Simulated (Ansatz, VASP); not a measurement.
InAs: VASP beside Ansatz

```
In As
1.0
     0.00000    3.09316    3.09316
     3.09316    0.00000    3.09316
     3.09316    3.09316    0.00000
In As
1 1
Direct
  0.00000 0.00000 0.00000
  0.25000 0.25000 0.25000
```

Alike in both runs: task relaxation of cell and atoms; functional PBE; dispersion D3(BJ); k mesh 12 × 12 × 12; occupations gaussian, width 0.1 eV; no spin polarisation.

|  | VASP | Ansatz |
| --- | --- | --- |
| version | VASP 6.6.1 | Ansatz 0.2.0 |
| potentials or method | VASP PAW PBE potentials, release 64 (In_d, As) | scalar-relativistic, plane waves, PAW |
| plane-wave cutoff (eV) | 600 | 420 |
| valence electrons in the cell | 18 | 28 |

|  | VASP | Ansatz | Ansatz less VASP |
| --- | --- | --- | --- |
| gap on the k mesh at the Fermi level, each at its own relaxed structure (eV) | none | none | - |
| relaxed volume (Å³/atom) | 28.57 | 28.53 | -0.041 |
| relaxed cell length with the largest relative difference (Å) | 4.323 | 4.321 | -0.0021 |
| energy change over the relaxation (meV/atom) | -6 | -6 | -0.5 |

A gap of «none» marks a metal or a gap that the smearing closes. The two sets of potentials don't hold the same shells in valence.

Caveats: pairwise dispersion overbinds metals, which lowers pressure and volume.
